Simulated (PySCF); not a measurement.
# C2H2Cl2: the cost of one run

The runs use PySCF 2.14.0, with density-fitted response routines of our own; the level of theory stands in each step. All values are computed, except where a source is named. Atoms are numbered from 0 throughout.

**1. The molecule as given**

6 atoms, charge 0, multiplicity 1; geometry from: GFN2-xTB. The atoms were then displaced at random by about 0.01 Å, so the start is not that level's minimum.

Bonds of the start (Å): Cl0–C1 1.71, C1–C2 1.34, C2–Cl3 1.69, C1–H4 1.08, C2–H5 1.06.

**2. Optimising the geometry at PBE0-D3(BJ)/def2-SVP**

The job: settings as JSON, then the geometry in Å.

```
{"job": {"xc": "PBE0", "basis": "def2-SVP", "d3": "d3bj", "grid": 1, "shake": 0.01, "kind": "geom"}, "charge": 0, "multiplicity": 1}
Cl     1.683340     1.162630     0.006930
C      0.649750    -0.200750    -0.008770
C     -0.688610    -0.143580    -0.012070
Cl    -1.524590     1.324480     0.006870
H      1.180440    -1.143060    -0.025840
H     -1.276170    -1.029740    -0.011790
```

The run is started by

```
OMP_NUM_THREADS=1 python probes_run.py task.json out
```

The driver reads the jobs from task.json and runs them one after another.

Q: Estimate the wall time and peak memory of this first job on 1 thread of Arm Neoverse V2, shared host.

About 8.1 s, with a peak of 0.32 GiB.
